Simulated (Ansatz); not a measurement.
Crystal: InPd.

```
In Pd
1.0
     0.00000    2.74607    2.74607
     2.74607    0.00000    2.74607
     2.74607    2.74607    0.00000
In Pd
1 1
Cartesian
  0.0000 0.0000 0.0000
  2.7461 2.7461 2.7461
```

The cell was built by a generator and needn't be a form met in nature.

```yaml
Program: Ansatz 0.2.0
Task: relaxation of cell and atoms
Functional: HSE06
Potentials_or_basis: Ansatz PAW
Cutoff: "420 eV (not typed: the program's choice for these potentials)"
k_mesh: 4 × 4 × 4
Occupations: fermi-dirac, width 0.05 eV
Spin: no spin polarisation
```

At the start: volume 20.71 Å³/atom.

**Question.** Where does the relaxation end?

**Answer.** It ends after 5 steps and the volume is 19.82 Å³/atom (-4.3 %); space group Fm-3m (No. 225, to 0.05 Å).

Step by step:
| step | energy change (eV) | largest force (eV/Å) | volume (Å³) |
| --- | --- | --- | --- |
| 1 | 0.0000 | 0.0000 | 41.42 |
| 2 | -0.0067 | 0.0000 | 38.14 |
| 3 | -0.0243 | 0.0000 | 39.78 |
| 4 | -0.0246 | 0.0000 | 39.64 |
| 5 | -0.0231 | 0.0000 | 39.64 |

Final structure:
```yaml
crystal:
  lattice:
    - [0.00000, 2.70636, 2.70636]
    - [2.70636, 0.00000, 2.70636]
    - [2.70636, 2.70636, 0.00000]
  atoms:
    - { symbol: In, position: [0.00000, 0.00000, 0.00000] }
    - { symbol: Pd, position: [0.50000, 0.50000, 0.50000] }
```

Caveat: the k mesh is coarse (spacing up to 0.50 Å⁻¹), so the values aren't converged, least of all with exact exchange; the plane-wave basis is chosen anew once the cell has moved, so the energies of steps on either side of that aren't comparable; the PAW data sets come from PBE, with cores solved anew for the run's functional, which leaves a small shift of forces and pressure.
